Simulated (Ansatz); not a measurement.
# N interstitial in GaN

Level of theory: PBE, collinear spin where a state has unpaired electrons to hold, scalar-relativistic; Ansatz, plane waves to 420 eV (PAW set soft_2), k-mesh 2×2×2 shifted by half a step.

The relaxed host crystal (Kohn–Sham gap 1.71 eV over the whole zone):

```
Ga N
1.0
     3.21836    0.00000    0.00000
    -1.60918    2.78718    0.00000
     0.00000    0.00000    5.24311
Ga N
2 2
Direct
  0.66667 0.33333 0.49913
  0.33333 0.66667 0.99913
  0.66667 0.33333 0.87587
  0.33333 0.66667 0.37587
```

Supercell of 36 atoms, rows of the matrix [[2,1,1],[-1,1,1],[-1,-2,1]] times the cell vectors; N interstitial at (0.000, 0.000, 0.167) in fractions of the cell above. Atoms are relaxed at the host's cell, from a start shaken by 0.05 Å near the defect; charged cells sit in a uniform background.

The defect was relaxed in the charges 0, -3. Distances from the added N (Å), by shell of the perfect crystal:

| shell | perfect crystal | state A | state B |
| --- | --- | --- | --- |
| 3 Ga | 2.06 | 1.93 | 2.05 |
| 3 N | 2.16 | 2.41 | 2.29 |
| 3 N | 2.40 | 2.63 | 2.47 |
| 3 Ga | 2.55 | 2.40 | 2.59 |

| state | moment of the cell (μB) | gap of the cell on the mesh (eV) | carriers |
| --- | --- | --- | --- |
| A | 0.00 | 1.46 | in a band of the host or near its edge |
| B | 3.00 | 1.09 | none in the bands |

On this mesh the host's own supercell has a gap of 3.09 eV.

Problem. Which state has which charge?

Solution. A has charge -3; B has charge 0.

At charge -3 a carrier lies in a band of the host or at its edge (levels aligned by the semicore states), so it isn't shown to be bound to the defect (semilocal functionals spread carriers too far and can miss a bound one), and no level is taken from that state. At charge 0 the unpaired electrons sit on atoms with moments (μB): 1 N of 1.45.

Formation energy of the neutral defect: 7.56 eV, taking atoms from and to the elements' standard states (no corrections for gases), so it belongs to those chemical potentials alone.

No transition between neighbouring charges can be given. Lowest charge for a Fermi level at the valence band top: 0, at mid gap: 0, at the conduction band bottom: 0 (among the charges 0, -3).

Relaxed cell at charge 0:

```
GaN N_i charge 0
1.0
     4.8275    2.7872    5.2431
    -4.8275    2.7872    5.2431
     0.0000   -5.5744    5.2431
Ga N
18 19
Direct
  0.3942 0.3936 0.7186
  0.3942 0.7181 0.3940
  0.7198 0.0546 0.7195
  0.3905 0.0557 0.0561
  0.7188 0.3936 0.3940
  0.0553 0.7191 0.7195
  0.7198 0.7191 0.0550
  0.0564 0.0557 0.3903
  0.0564 0.3899 0.0561
  0.4466 0.7774 0.7778
  0.4445 0.1107 0.4443
  0.7781 0.4460 0.7778
  0.4445 0.4439 0.1111
  0.7781 0.7774 0.4464
  0.1111 0.1104 0.7759
  0.7761 0.1104 0.1108
  0.1114 0.4439 0.4443
  0.1110 0.7755 0.1108
  0.5167 0.5161 0.8484
  0.5167 0.8480 0.5165
  0.8400 0.1852 0.8397
  0.5146 0.1815 0.1819
  0.8487 0.5161 0.5165
  0.1858 0.8393 0.8397
  0.8400 0.8393 0.1856
  0.1822 0.1815 0.5144
  0.1822 0.5140 0.1819
  0.2378 0.5683 0.5688
  0.2465 0.8982 0.2462
  0.5690 0.2371 0.5688
  0.2465 0.2458 0.8986
  0.5690 0.5684 0.2375
  0.9037 0.9030 0.5694
  0.5697 0.9030 0.9034
  0.8989 0.2459 0.2463
  0.9037 0.5690 0.9034
  0.0533 0.0527 0.0531
```

Caveats: semilocal functionals make gaps too small, which shifts levels too; small supercell, so energies and levels can be off by tenths of an eV; one random start near the defect, so other minima are possible; the program doubts the potential alignment, as is usual in cells this small.
